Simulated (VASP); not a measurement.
Input of a VASP 6.6.1 run:

Contents of INCAR:

```
SYSTEM = AlGa3N4
  ALGO = Normal
  EDIFF = 1E-6
  EDIFFG = -0.01
  ENCUT = 600
  GGA = PS
  IBRION = 2
  ISIF = 3
  ISMEAR = 0
  LASPH = .TRUE.
  LCHARG = .FALSE.
  LREAL = .FALSE.
  LUSENCCL = .FALSE.
  LWAVE = .FALSE.
  NELM = 80
  NSW = 90
  PREC = Accurate
  SIGMA = 0.03
```

KPOINTS

```
k-points
0
G
  6 6 6
  0 0 0
```

POSCAR

```
AlGa3N4
1.0
    0.0000000000      0.0000000000     -5.1324106400
    3.1593236200      5.4721090300      0.0000000000
    3.1593236200     -5.4721090300      0.0000000000
Al Ga N
2 6 8
Direct
    0.0000000000      0.1666666700      0.3333333300
    0.5000000000      0.3333333300      0.6666666700
    0.0000000000      0.1666666700      0.8333333300
    0.0000000000      0.6666666700      0.3333333300
    0.0000000000      0.6666666700      0.8333333300
    0.5000000000      0.3333333300      0.1666666700
    0.5000000000      0.8333333300      0.6666666700
    0.5000000000      0.8333333300      0.1666666700
    0.6250000000      0.1666666700      0.3333333300
    0.6250000000      0.1666666700      0.8333333300
    0.6250000000      0.6666666700      0.3333333300
    0.6250000000      0.6666666700      0.8333333300
    0.1250000000      0.3333333300      0.6666666700
    0.1250000000      0.3333333300      0.1666666700
    0.1250000000      0.8333333300      0.6666666700
    0.1250000000      0.8333333300      0.1666666700
```

Potentials or basis: VASP PAW PBE potentials, release 64 (Al, Ga_d, N).

The run is started by

```bash
$ cat potpaw_PBE.64/Al/POTCAR potpaw_PBE.64/Ga_d/POTCAR potpaw_PBE.64/N/POTCAR > POTCAR
$ mpirun -np 1 vasp_std > vasp.out
```

Problem. What does it give for the relaxed cell?

Solution. a = 5.139 Å, b = 6.326 Å, c = 6.324 Å, α = 120.01°, β = 90.00°, γ = 90.00°.

Problem. Predict the band gap on the k mesh.

Solution. 2.42 eV, direct.

Problem. Predict the space group after relaxing (to 0.05 Å).

Solution. Cmc2_1 (No. 36).

Forces on the atoms (eV/Å):
```
Al   0.002 -0.001 -0.001
Al  -0.002  0.001 -0.001
Ga  -0.002  0.004 -0.002
Ga   0.000  0.000  0.006
Ga  -0.005  0.000 -0.002
Ga   0.002 -0.004 -0.002
Ga   0.000  0.000  0.006
Ga   0.005  0.000 -0.002
N    0.002 -0.001 -0.002
N   -0.005 -0.005  0.000
N    0.006 -0.003 -0.001
N    0.001  0.007  0.000
N   -0.002  0.001 -0.002
N    0.005  0.005  0.000
N   -0.006  0.003 -0.001
N   -0.001 -0.007  0.000
```

Caveat: the PAW data sets were made with another functional, which shifts forces and pressure a little. Expect the measured gap to be larger: semilocal functionals such as PBEsol lack the derivative discontinuity.
